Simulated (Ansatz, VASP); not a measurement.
Tl: VASP beside Ansatz

File INCAR:

```
AGGAC = 1.0 ; AGGAX = 1.0
ALDAC = 0.0 ; ALDAX = 1.0
ALGO = Normal ; EDIFF = 1E-7
ENCUT = 520 ; GGA = B5
ISIF = 2 ; ISMEAR = -1
LASPH = True ; LCHARG = True
LELF = True ; LREAL = False
LVHAR = True ; LWAVE = False
NBANDS = 26 ; NELM = 100
PREC = Accurate ; SIGMA = 0.1
```

Contents of KPOINTS:

```
k-points
0
Gamma
  7 7 10
```

File POSCAR:

```
Tl
1.0
    5.6396362792      0.0000000000      0.0000000000
   -2.8198181396      4.8840682859      0.0000000000
    0.0000000000      0.0000000000      3.4423862825
Tl
3
Direct
    1.0000000000      1.0000000000      0.0000000000
    0.3333333333      0.6666666667      0.5000000000
    0.6666666667      0.3333333333      0.5000000000
```

Input for Ansatz:

```yaml
crystal:
  lattice:
    - [5.6396362792, 0.0, 0.0]
    - [-2.8198181396, 4.8840682859, 0.0]
    - [0.0, 0.0, 3.4423862825]
  atoms:
    - { symbol: Tl, position: [1.0, 1.0, 0.0] }
    - { symbol: Tl, position: [0.3333333333, 0.6666666667, 0.5] }
    - { symbol: Tl, position: [0.6666666667, 0.3333333333, 0.5] }
hamiltonian:
  xc: blyp
  pseudopotentials:
    kind: paw
    azcp:
      Tl: "pseudopotentials/Tl.paw.azcp"
basis:
  ecutwfc: 420
  fft_grid_basis: typed
kpoints:
  mp_grid: { grid: [7, 7, 10], shift: [0, 0, 0] }
magnetization:
  spin_polarized: false
scf:
  occupations: { method: fermi_dirac, width: 0.1 }
  lower_state_search: "off"
output:
  stress: true
  write_density: true
  write_potential: true
  elf: true
  volumetric_format: npy
```

Alike in both runs: task single point; functional BLYP; k mesh 7 × 7 × 10; occupations fermi-dirac, width 0.1 eV; no spin polarisation.

|  | VASP | Ansatz |
| --- | --- | --- |
| version | VASP 6.6.1 | Ansatz 0.2.0 |
| potentials or method | VASP PAW PBE potentials, release 64 (Tl_d) | plane waves (420 eV) with PAW, scalar-relativistic |
| plane-wave cutoff (eV) | 520 | 420 |
| valence electrons in the cell | 39 | 39 |

|  | VASP | Ansatz | Ansatz less VASP |
| --- | --- | --- | --- |
| pressure (GPa) | 3.1 | 3.1 | -0.05 |
| largest component of the traceless stress (GPa) | 0.05 | 0.06 | +0.004 |

Caveats: the PAW data sets were made with another functional, which shifts forces and pressure a little (VASP). Spin-orbit coupling is left out, which matters for the levels of Tl.
